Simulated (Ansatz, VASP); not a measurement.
# Two plane-wave programs on Be

```
Be
1.0
     2.26272    0.00000    0.00000
    -1.13136    1.95957    0.00000
     0.00000    0.00000    3.56681
Be
2
Direct
  0.33333 0.66667 0.25000
  0.66667 0.33333 0.75000
```

Alike in both runs: functional PBE; k mesh 21 × 21 × 12; occupations gaussian, width 0.1 eV; no spin polarisation.

Ansatz relaxed the structure, and its values are those at the end. VASP's run is a single point on that final structure, the one shown.

```csv
,VASP,Ansatz
version,VASP 6.6.1,Ansatz 0.2.0
potentials or method,"VASP PAW PBE potentials, release 64 (Be)","scalar-relativistic, plane waves, PAW"
plane-wave cutoff (eV),520,420
valence electrons in the cell,4,4
```

```csv
,VASP,Ansatz,Ansatz less VASP
gap on the k mesh at the Fermi level (eV),none,none,-
pressure (GPa),0.1,0.0,-0.16
```

A gap of «none» marks a metal or a gap that the smearing closes. The functional is the same, so the differences come from potentials, cutoffs and numerics.
